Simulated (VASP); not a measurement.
## CdO: relaxation of cell and atoms with PBE

Crystal: CdO.

```
Cd O
1.0
     0.00000    2.16946    2.16946
     2.16946    0.00000    2.16946
     2.16946    2.16946    0.00000
Cd O
1 1
Direct
  0.00000 0.00000 0.00000
  0.50000 0.50000 0.50000
```

- Program: VASP 6.6.1
- Task: relaxation of cell and atoms
- Functional: PBE
- Potentials or basis: VASP PAW PBE potentials, release 64 (Cd, O)
- Cutoff: 520 eV
- k mesh: 16 × 16 × 16
- Occupations: gaussian, width 1 eV
- Spin: no spin polarisation
- Target pressure: 45 GPa
- Further INCAR settings: ALGO = Normal; EDIFF = 1e-07; IBRION = 2; EDIFFG = -0.002; NSW = 80; ISIF = 3
- Target pressure: 45 GPa

```
Relaxed volume                                         : 11.06 Å³/atom
Relaxed cell                                           : a = 3.151 Å, b = 3.151 Å, c = 3.151 Å, α = 60.00°, β = 60.00°, γ = 60.00°
Space group after relaxing (to 0.05 Å)                 : Fm-3m (No. 225)
Energy change on relaxing (the enthalpy is what falls) : -312.3 meV/atom
Ionic steps                                            : 17
Pressure after relaxing                                : 45.0 GPa
Band gap on the k mesh                                 : none (metal or under the smearing width)
```

Step by step:
| step | energy change (eV) | largest force (eV/Å) | pressure (GPa) | volume (Å³) |
| --- | --- | --- | --- | --- |
| 1 | 0.0000 | 0.0000 | 74.98 | 20.42 |
| 2 | -1.1989 | 0.0000 | 2.35 | 26.60 |
| 3 | -0.6593 | 0.0000 | 43.18 | 22.24 |
| 4 | -0.6275 | 0.0000 | 44.86 | 22.13 |
| 5 | -0.6176 | 0.0000 | 45.37 | 22.09 |
| 6 | -0.6179 | 0.0000 | 45.36 | 22.09 |
| 7 | -0.6186 | 0.0000 | 45.31 | 22.09 |
| 8 | -0.6186 | 0.0000 | 45.32 | 22.09 |
| 9 | -0.6187 | 0.0000 | 45.32 | 22.09 |
| 10 | -0.6187 | 0.0000 | 45.32 | 22.09 |
| 11 | -0.6188 | 0.0000 | 45.32 | 22.10 |
| 12 | -0.6189 | 0.0000 | 45.32 | 22.10 |
| 13 | -0.6192 | 0.0000 | 45.29 | 22.10 |
| 14 | -0.6198 | 0.0000 | 45.25 | 22.10 |
| 15 | -0.6211 | 0.0000 | 45.19 | 22.10 |
| 16 | -0.6235 | 0.0000 | 45.06 | 22.11 |
| 17 | -0.6247 | 0.0000 | 45.00 | 22.12 |

Final structure:
```xyz
2
Lattice="0.0000 2.2279 2.2279 2.2279 0.0000 2.2279 2.2279 2.2279 0.0000" Properties=species:S:1:pos:R:3 pbc="T T T"
Cd    2.2279    2.2279    0.0000
O     2.2279    2.2279    2.2279
```

Levels at points of the mesh, in eV from the Fermi level:
| k point | band 5 | band 6 | band 7 | band 8 | band 9 | band 10 | band 11 | band 12 | band 13 |
| --- | --- | --- | --- | --- | --- | --- | --- | --- | --- |
| (0.00, 0.00, 0.00) | -7.77 | -7.77 | -3.10 | -3.10 | -3.10 | -1.14 | 14.06 | 17.11 | 17.11 |
| (0.50, 0.00, 0.00) | -7.40 | -7.40 | -5.24 | -1.04 | -1.04 | 3.42 | 7.41 | 11.68 | 11.68 |
| (0.50, 0.50, 0.00) | -7.19 | -6.68 | -6.61 | -4.26 | -4.26 | 3.52 | 8.17 | 10.76 | 13.72 |

Wall time 100 s on 1 thread of Intel(R) Xeon(R) Platinum 8488C (Sapphire Rapids) (shared host), peak memory 0.18 GiB.

Caveat: the cell is relaxed towards a set pressure, so the enthalpy falls and the energy may rise; this crystal is a semiconductor, whose small gap the functional closes, so the metal is an error of the method. PBE usually gives volumes a little too large and moduli too small.
